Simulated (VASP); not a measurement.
# BAs (F-43m) in VASP: a series of runs

One crystal, BAs, is run at these levels: r2SCAN; tasks: relaxation of cell and atoms.

Everything below comes from runs of VASP 6.6.1. Logs are shortened: lines on timing, memory, paths and dates and some standing lists are left out, and cuts for length are marked.

## 1. Starting point

Symmetry: F-43m, No. 216, cubic system. The conventional cell has a = 4.777 Å, b = 4.777 Å, c = 4.777 Å, α = 90.00°, β = 90.00°, γ = 90.00°. Around B (site symmetry -43m) lie 4 As at 2.07 Å. As (site symmetry -43m) is surrounded by 4 B at 2.07 Å.

## 2. Relaxation of cell and atoms, r2SCAN

The input, INCAR:

```
ALGO = Normal
EDIFF = 1E-6
EDIFFG = -0.01
ENCUT = 600
IBRION = 2
ISIF = 3
ISMEAR = 0
LASPH = T
LCHARG = F
LMIXTAU = T
LREAL = F
LWAVE = F
METAGGA = R2SCAN
NELM = 80
NSW = 90
PREC = Accurate
SIGMA = 0.03
```

The input, KPOINTS:

```
k-points
0
Gamma
  10 10 10
```

The input, POSCAR:

```
BAs
1.0
    0.0000000000      2.3885000000      2.3885000000
    2.3885000000      0.0000000000      2.3885000000
    2.3885000000      2.3885000000      0.0000000000
B As
1 1
Direct
    0.0000000000      0.0000000000      0.0000000000
    0.2500000000      0.2500000000      0.2500000000
```

Potentials or basis: VASP PAW PBE potentials, release 64 (B, As).

Command:

```bash
> cat potpaw_PBE.64/B/POTCAR potpaw_PBE.64/As/POTCAR > POTCAR
> mpirun -np 1 vasp_std > vasp.out
```

OUTCAR:

```text
EDIFF = 1E-6
   EDIFFG = -0.01
   ENCUT = 600
   IBRION = 2
   ISIF = 3
   ISMEAR = 0
   LASPH = T
   LREAL = F
   METAGGA = R2SCAN
   NELM = 80
   NSW = 90
   PREC = Accurate

 ion  position               nearest neighbor table
   1  0.000  0.000  0.000-   2 2.07   2 2.07   2 2.07   2 2.07
   2  0.250  0.250  0.250-   1 2.07   1 2.07   1 2.07   1 2.07

  LATTYP: Found a face centered cubic cell.
 ALAT       =     4.7770000000

  Lattice vectors:

 A1 = (   0.0000000000,   2.3885000000,   2.3885000000)
 A2 = (   2.3885000000,   0.0000000000,   2.3885000000)
 A3 = (   2.3885000000,   2.3885000000,   0.0000000000)

Analysis of symmetry for initial positions (statically):
=====================================================================
 Subroutine PRICEL returns:
 Original cell was already a primitive cell.

 Routine SETGRP: Setting up the symmetry group for a
 face centered cubic supercell.

 Subroutine GETGRP returns: Found 24 space group operations
 (whereof 24 operations were pure point group operations)
 out of a pool of 48 trial point group operations.

The static configuration has the point symmetry T_d .

Analysis of symmetry for dynamics (positions and initial velocities):
=====================================================================
 Subroutine PRICEL returns:
 Original cell was already a primitive cell.

 Routine SETGRP: Setting up the symmetry group for a
 face centered cubic supercell.

 Subroutine GETGRP returns: Found 24 space group operations
 (whereof 24 operations were pure point group operations)
 out of a pool of 48 trial point group operations.

The dynamic configuration has the point symmetry T_d .

 Subroutine INISYM returns: Found 24 space group operations
 (whereof 24 operations are pure point group operations),
 and found     1 'primitive' translations

----------------------------------------------------------------------------------------

                                     Primitive cell

  volume of cell :      27.2525

  direct lattice vectors                    reciprocal lattice vectors
     0.000000000  2.388500000  2.388500000    -0.209336404  0.209336404  0.209336404
     2.388500000  0.000000000  2.388500000     0.209336404 -0.209336404  0.209336404
     2.388500000  2.388500000  0.000000000     0.209336404  0.209336404 -0.209336404
[... 93 lines left out ...]
   TEBEG  =    0.0;   TEEND  =   0.0 temperature during run
   PSTRESS=    0.0 pullay stress
   NELECT =       8.0000    total number of electrons
   NUPDOWN=      -1.0000    fix difference up-down
   EMIN   =  10.00;   EMAX   =-10.00  energy-range for DOS
   EFERMI =   0.00;   METHOD = LEGACY
   ISMEAR =     0;   SIGMA  =   0.03  broadening in eV -4-tet -1-fermi 0-gaus
   EFERMI_NEDOS =   21; number of points for ismear=-14 and -15
   IALGO  =     38    algorithm
   IMIX   =      4    mixing-type and parameters
     AMIX     =   0.40;   BMIX     =  1.00
     AMIX_MAG =   1.60;   BMIX_MAG =  1.00
  volume/ion in A,a.u.               =      13.63        91.95
  Fermi-wavevector in a.u.,A,eV,Ry     =   1.088018  2.056057 16.106360  1.183784
  Thomas-Fermi vector in A             =   2.224191
   LORBIT       =      0    0 simple, 1 ext, 2 COOP (PROOUT), +10 PAW based schemes
   METAGGA = R2SCAN    functional components
   LHFCALC =     F    Hartree Fock is set to
   AEXX    =    0.0000 exact exchange contribution
   IVDW    =     0    specifies the selected vdW correction
   LEPSILON=     F    determine dielectric tensor
   LRPA    =     F    only Hartree local field effects (RPA)
 conjugate gradient relaxation of ions
 non-spin polarized calculation
 Gauss-broadening in eV      SIGMA  =   0.03
  energy-cutoff  :      600.00
  volume of cell :       27.25
 maximum number of plane-waves:       941
   NGX = 13   NGY = 13   NGZ = 13

--------------------------------------- Ionic step        1  -------------------------------------------

 number of electron       8.0000000 magnetization

 Free energy of the ion-electron system (eV)
  ---------------------------------------------------
  ext. energy  EPLUGINS =         0.00000000
  ---------------------------------------------------
  free energy    TOTEN  =       -22.25708736 eV

  energy without entropy =      -22.25708736  energy(sigma->0) =      -22.25708736

------------------------ aborting loop because EDIFF is reached ----------------------------------------

  FORCE on cell =-STRESS in cart. coord.  units (eV):
  Direction    XX          YY          ZZ          XY          YZ          ZX
  --------------------------------------------------------------------------------------
  -------------------------------------------------------------------------------------
  Total        0.1458575      0.1458575      0.1458575      0.0000000      0.0000000     -0.0000000
  in kB        8.5749887      8.5749887      8.5749887      0.0000000      0.0000000     -0.0000000
  external PRESSURE =       8.5749887 kB  Pullay stress =       0.0000000 kB
[... 59 lines left out ...]
--------------------------------------- Ionic step        3  -------------------------------------------

 number of electron       8.0000000 magnetization

 Free energy of the ion-electron system (eV)
  ---------------------------------------------------
  ext. energy  EPLUGINS =         0.00000000
  ---------------------------------------------------
  free energy    TOTEN  =       -22.25751222 eV

  energy without entropy =      -22.25751222  energy(sigma->0) =      -22.25751222

 E-fermi :   6.1306     XC(G=0): -11.1067

 val. band max:        5.9576821020   @ k =   0.0000   0.0000   0.0000
 cond. band min:       7.3345629339   @ k =   0.4000   0.4000   0.0000
 fundamental gap:      1.3768808318
 Fermi energy:         6.1306064488

 k-point     1 :       0.0000    0.0000    0.0000
  band No.  band energies     occupation
      1     -10.1444      2.00000
      2       5.9577      2.00000
      3       5.9577      2.00000
      4       5.9577      2.00000
      5       9.3967      0.00000
      6       9.3967      0.00000
      7       9.3967      0.00000
      8      11.0320      0.00000
[... 243 lines left out ...]
 k-point    24 :       0.4000    0.3000    0.0000
  band No.  band energies     occupation
      1      -7.3731      2.00000
      2      -0.8555      2.00000
      3       1.7992      2.00000
      4       2.2951      2.00000
      5       7.8674      0.00000
      6       9.6659      0.00000
      7      15.3305      0.00000
      8      15.5634      0.00000

 [... further k-points ...]
[... 5 lines left out ...]
  --------------------------------------------------------------------------------------
  -------------------------------------------------------------------------------------
  Total        0.0022660      0.0022660      0.0022660     -0.0000000      0.0000000      0.0000000
  in kB        0.1324390      0.1324390      0.1324390     -0.0000000      0.0000000      0.0000000
  external PRESSURE =       0.1324390 kB  Pullay stress =       0.0000000 kB
[... 17 lines left out ...]
  FREE ENERGIE OF THE ION-ELECTRON SYSTEM (eV)
  ---------------------------------------------------
  free  energy   TOTEN  =       -22.2575122160 eV

  energy  without entropy=      -22.2575122160  energy(sigma->0) =      -22.25751222

 reached required accuracy - stopping structural energy minimisation
```

CONTCAR:

```text
BAs
   1.00000000000000
     0.0000000000000000    2.3931785067318119    2.3931785067318119
     2.3931785067318119    0.0000000000000000    2.3931785067318119
     2.3931785067318119    2.3931785067318119    0.0000000000000000
  B               As
     1     1
Direct
     0.0000000000000000    0.0000000000000000    0.0000000000000000
     0.2500000000000000    0.2500000000000000    0.2500000000000000

  0.00000000E+00  0.00000000E+00  0.00000000E+00
  0.00000000E+00  0.00000000E+00  0.00000000E+00
```

It took 2.4 min on 1 thread of Intel Xeon Platinum 8259CL at 2.50GHz (Skylake/Cascade Lake), shared host; peak memory 0.18 GiB.

Results:

| Item | Value |
| --- | --- |
| Free energy | -22.2575 eV |
| Relaxed volume | 13.71 Å³/atom |
| Relaxed cell | a = 3.384 Å, b = 3.384 Å, c = 3.384 Å, α = 60.00°, β = 60.00°, γ = 60.00° |
| Space group after relaxing (to 0.05 Å) | F-43m (No. 216) |
| Energy gained by relaxing | 0.2 meV/atom |
| Ionic steps | 3 |
| Pressure after relaxing | 0.0 GPa |
| Band gap on the k mesh | 1.38 eV, indirect (least direct gap 3.44 eV) |

The path:
| step | energy change (eV) | largest force (eV/Å) | pressure (GPa) | volume (Å³) |
| --- | --- | --- | --- | --- |
| 1 | 0.0000 | 0.0000 | 0.86 | 27.25 |
| 2 | -0.0002 | 0.0000 | -0.65 | 27.54 |
| 3 | -0.0004 | 0.0000 | 0.01 | 27.41 |

Final structure:
```cif
data_structure
_symmetry_space_group_name_H-M 'P 1'
_symmetry_Int_Tables_number 1
_cell_length_a 3.3845
_cell_length_b 3.3845
_cell_length_c 3.3845
_cell_angle_alpha 60.000
_cell_angle_beta 60.000
_cell_angle_gamma 60.000
_cell_volume 27.41
loop_
_atom_site_label
_atom_site_type_symbol
_atom_site_fract_x
_atom_site_fract_y
_atom_site_fract_z
_atom_site_occupancy
B1 B 0.00000 0.00000 0.00000 1
As1 As 0.25000 0.25000 0.25000 1
```

Levels at points of the mesh, in eV from the valence-band top:
```csv
k point,band 1,band 2,band 3,band 4,band 5,band 6,band 7,band 8
"(0.00, 0.00, 0.00)",-16.10,0.00,0.00,0.00,3.44,3.44,3.44,5.07
"(0.50, 0.00, 0.00)",-13.10,-9.20,-1.93,-1.93,2.94,5.05,5.05,9.56
"(0.50, 0.50, 0.00)",-11.67,-9.03,-4.28,-4.28,1.62,1.70,12.10,12.10
```

Caveat: the PAW data sets were made with another functional, which shifts forces and pressure a little.

## 3. Relaxation of cell and atoms, r2SCAN

This run uses another cell than the first one, of 13.71 Å³/atom, 1.006 times its volume.

INCAR: that of step 2 with these lines changed.

```diff
@@ -1,4 +1,4 @@
 ALGO = Normal
-EDIFF = 1E-6
-EDIFFG = -0.01
+EDIFF = 1E-7
+EDIFFG = -0.005
 ENCUT = 600
```

KPOINTS is that of step 2.

The input, POSCAR:

```
BAs                                     
1.0
    0.0000000000      2.3931785067      2.3931785067
    2.3931785067      0.0000000000      2.3931785067
    2.3931785067      2.3931785067      0.0000000000
  B               As            
     1     1
Direct
     0.0000000000000000    0.0000000000000000    0.0000000000000000
     0.2500000000000000    0.2500000000000000    0.2500000000000000
```

Potentials or basis: VASP PAW PBE potentials, release 64 (B, As).

Command:

```bash
> cat potpaw_PBE.64/B/POTCAR potpaw_PBE.64/As/POTCAR > POTCAR
> mpirun -np 1 vasp_std > vasp.out
```

OUTCAR:

```text
EDIFF = 1E-7
   EDIFFG = -0.005
   ENCUT = 600
   IBRION = 2
   ISIF = 3
   ISMEAR = 0
   LASPH = T
   LREAL = F
   METAGGA = R2SCAN
   NELM = 80
   NSW = 90
   PREC = Accurate

 ion  position               nearest neighbor table
   1  0.000  0.000  0.000-   2 2.07   2 2.07   2 2.07   2 2.07
   2  0.250  0.250  0.250-   1 2.07   1 2.07   1 2.07   1 2.07

  LATTYP: Found a face centered cubic cell.
 ALAT       =     4.7863570134

  Lattice vectors:

 A1 = (   0.0000000000,   2.3931785067,   2.3931785067)
 A2 = (   2.3931785067,   0.0000000000,   2.3931785067)
 A3 = (   2.3931785067,   2.3931785067,   0.0000000000)

Analysis of symmetry for initial positions (statically):
=====================================================================
 Subroutine PRICEL returns:
 Original cell was already a primitive cell.

 Routine SETGRP: Setting up the symmetry group for a
 face centered cubic supercell.

 Subroutine GETGRP returns: Found 24 space group operations
 (whereof 24 operations were pure point group operations)
 out of a pool of 48 trial point group operations.

The static configuration has the point symmetry T_d .

Analysis of symmetry for dynamics (positions and initial velocities):
=====================================================================
 Subroutine PRICEL returns:
 Original cell was already a primitive cell.

 Routine SETGRP: Setting up the symmetry group for a
 face centered cubic supercell.

 Subroutine GETGRP returns: Found 24 space group operations
 (whereof 24 operations were pure point group operations)
 out of a pool of 48 trial point group operations.

The dynamic configuration has the point symmetry T_d .

 Subroutine INISYM returns: Found 24 space group operations
 (whereof 24 operations are pure point group operations),
 and found     1 'primitive' translations

----------------------------------------------------------------------------------------

                                     Primitive cell

  volume of cell :      27.4129
[... 111 lines left out ...]
  Fermi-wavevector in a.u.,A,eV,Ry     =   1.085891  2.052037 16.043448  1.179160
  Thomas-Fermi vector in A             =   2.222016
   LORBIT       =      0    0 simple, 1 ext, 2 COOP (PROOUT), +10 PAW based schemes
   METAGGA = R2SCAN    functional components
   LHFCALC =     F    Hartree Fock is set to
   AEXX    =    0.0000 exact exchange contribution
   IVDW    =     0    specifies the selected vdW correction
   LEPSILON=     F    determine dielectric tensor
   LRPA    =     F    only Hartree local field effects (RPA)
 conjugate gradient relaxation of ions
 non-spin polarized calculation
 Gauss-broadening in eV      SIGMA  =   0.03
  energy-cutoff  :      600.00
  volume of cell :       27.41
 maximum number of plane-waves:       941
   NGX = 13   NGY = 13   NGZ = 13

 number of electron       8.0000000 magnetization

 Free energy of the ion-electron system (eV)
  ---------------------------------------------------
  ext. energy  EPLUGINS =         0.00000000
  ---------------------------------------------------
  free energy    TOTEN  =       -22.25755333 eV

  energy without entropy =      -22.25755333  energy(sigma->0) =      -22.25755333

 E-fermi :   6.1306     XC(G=0): -11.1067

 val. band max:        5.9576582791   @ k =   0.0000   0.0000   0.0000
 cond. band min:       7.3345559682   @ k =   0.4000   0.4000   0.0000
 fundamental gap:      1.3768976891
 Fermi energy:         6.1305942779

 k-point     1 :       0.0000    0.0000    0.0000
  band No.  band energies     occupation
      1     -10.1444      2.00000
      2       5.9577      2.00000
      3       5.9577      2.00000
      4       5.9577      2.00000
      5       9.3967      0.00000
      6       9.3967      0.00000
      7       9.3967      0.00000
      8      11.0320      0.00000
[... 243 lines left out ...]
 k-point    24 :       0.4000    0.3000    0.0000
  band No.  band energies     occupation
      1      -7.3732      2.00000
      2      -0.8555      2.00000
      3       1.7991      2.00000
      4       2.2950      2.00000
      5       7.8674      0.00000
      6       9.6659      0.00000
      7      15.3305      0.00000
      8      15.5634      0.00000

 [... further k-points ...]
[... 5 lines left out ...]
  --------------------------------------------------------------------------------------
  -------------------------------------------------------------------------------------
  Total        0.0021762      0.0021762      0.0021762      0.0000000     -0.0000000     -0.0000000
  in kB        0.1271888      0.1271888      0.1271888      0.0000000     -0.0000000     -0.0000000
  external PRESSURE =       0.1271888 kB  Pullay stress =       0.0000000 kB

 VOLUME and BASIS-vectors are now :
 -----------------------------------------------------------------------------
  energy-cutoff  :      600.00
  volume of cell :       27.41
      direct lattice vectors                 reciprocal lattice vectors
     0.000000000  2.393178507  2.393178507    -0.208927165  0.208927165  0.208927165
     2.393178507  0.000000000  2.393178507     0.208927165 -0.208927165  0.208927165
     2.393178507  2.393178507  0.000000000     0.208927165  0.208927165 -0.208927165

 POSITION                                       TOTAL-FORCE (eV/Angst)
 -----------------------------------------------------------------------------------
      0.00000      0.00000      0.00000         0.000000      0.000000      0.000000
      1.19659      1.19659      1.19659        -0.000000     -0.000000     -0.000000
 -----------------------------------------------------------------------------------
    total drift:                               -0.000000     -0.000000     -0.000000

  FREE ENERGIE OF THE ION-ELECTRON SYSTEM (eV)
  ---------------------------------------------------
  free  energy   TOTEN  =       -22.2575533332 eV

  energy  without entropy=      -22.2575533332  energy(sigma->0) =      -22.25755333

 reached required accuracy - stopping structural energy minimisation
```

Wall time 78 s (1 thread of Intel Xeon Platinum 8259CL at 2.50GHz (Skylake/Cascade Lake), shared host); peak memory 0.17 GiB.

Results:

| Quantity | Value |
| --- | --- |
| Free energy | -22.2576 eV |
| Pressure after relaxing | 0.0 GPa |
| Band gap on the k mesh | 1.38 eV, indirect (least direct gap 3.44 eV) |

Final structure:
```
B As
1.0
     0.00000    2.39318    2.39318
     2.39318    0.00000    2.39318
     2.39318    2.39318    0.00000
B As
1 1
Cartesian
  0.0000 0.0000 0.0000
  1.1966 1.1966 1.1966
```

Levels at points of the mesh, in eV from the valence-band top:
```tsv
k point	band 1	band 2	band 3	band 4	band 5	band 6	band 7	band 8
(0.00, 0.00, 0.00)	-16.10	0.00	0.00	0.00	3.44	3.44	3.44	5.07
(0.50, 0.00, 0.00)	-13.10	-9.20	-1.93	-1.93	2.94	5.05	5.05	9.56
(0.50, 0.50, 0.00)	-11.67	-9.03	-4.28	-4.28	1.62	1.70	12.10	12.10
```

Caveat: the relaxation stopped at its first step, so nothing moved; the PAW data sets were made with another functional, which shifts forces and pressure a little.
